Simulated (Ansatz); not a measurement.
**Ti: a tetragonal deformation path**

An exercise on one series of results from a longer session: the logs are not shown, and one member is left open.

Computed with Ansatz 0.2.0 (DFT PBEsol, scalar-relativistic, plane waves, PAW, unless a step's input says otherwise).

2 further runs of the same task are left out: 2 set aside as unsound or not needed. Runs told in other sessions of the task aren't counted.

### Starting point

Symmetry: Im-3m, No. 229, cubic system. Conventional cell: a = 3.210 Å, b = 3.210 Å, c = 3.210 Å, α = 90.00°, β = 90.00°, γ = 90.00°. Ti (site symmetry m-3m) has 8 Ti at 2.78 Å in its first shell of neighbours.

Coordinates:

```xyz
1
Lattice="-1.6051 1.6051 1.6051 1.6051 -1.6051 1.6051 1.6051 1.6051 -1.6051" Properties=species:S:1:pos:R:3 pbc="T T T"
Ti    0.0000    0.0000    0.0000
```

It is the result of an earlier relaxation at this level (volume 16.54 Å³/atom; gap on the mesh: none (metal)).

The first run:

File input.yaml:

```yaml
crystal:
  lattice:
    - [-1.6051160629, 1.6051160629, 1.6051160629]
    - [1.6051160629, -1.6051160629, 1.6051160629]
    - [1.6051160629, 1.6051160629, -1.6051160629]
  atoms:
    - { symbol: Ti, position: [0.0, 0.0, 0.0] }
basis:
  ecutwfc: 420
kpoints:
  mp_grid: { grid: [28, 28, 28] }
hamiltonian:
  xc: pbesol
scf:
  occupations: { method: gaussian, width: 0.15 }
output:
  forces: true
  stress: true
  eigenvalues: true
  write_density: true
  write_potential: true
  elf: true
  volumetric_format: npy
```

Command:

```console
$ ansatz run input.yaml --threads 1 --pin off --max-ram 2560MiB --backend cpu --events-out ev --progress --plain --runs-dir out
```

Among the steps run: Zero of the scan; ρ = 0.707; ρ = 1.414; ρ = 0.850; At ρ = 1.200; Point ρ = 0.780; Point ρ = 1.300; Point ρ = 0.920; At ρ = 1.100; At ρ = 0.650; Point ρ = 1.500; ρ = 0.960; Point ρ = 1.050.

One of the session's tables, all rows but one given; the rest of the session is left out.

| ρ | ΔE (meV/atom) | pressure (GPa) |
| --- | --- | --- |
| 0.650 | 212.0 | 1.1 |
| 0.707 | 91.4 | 0.2 |
| 0.780 | 10.1 | -0.1 |
| 0.850 | -13.3 | 0.0 |
| 0.920 | -6.9 | 0.2 |
| 0.960 | -1.4 | 0.1 |
| 1.000 | 0.0 | 0.0 |
| 1.050 | -1.5 | 0.1 |
| 1.100 | -5.3 | 0.3 |
| 1.200 | ? | ? |
| 1.300 | -36.6 | 1.0 |
| 1.414 | -44.6 | 1.0 |
| 1.500 | -40.6 | 1.0 |

**Question.** Estimate the row for ρ = 1.200.

Worked estimate for «ΔE (meV/atom)». A straight line through the neighbours (1.100, -5.3) and (1.300, -36.6) gives -5.3 + (-36.6 + 5.3) × (1.200 − 1.100) / (1.300 − 1.100) = -20.9; a parabola fitted to 4 rows on both sides gives -23.0.

As computed: ΔE (meV/atom): -19.9; pressure (GPa): 0.8. In «ΔE (meV/atom)» the line misses by -1.0 and the parabola by -3.1.
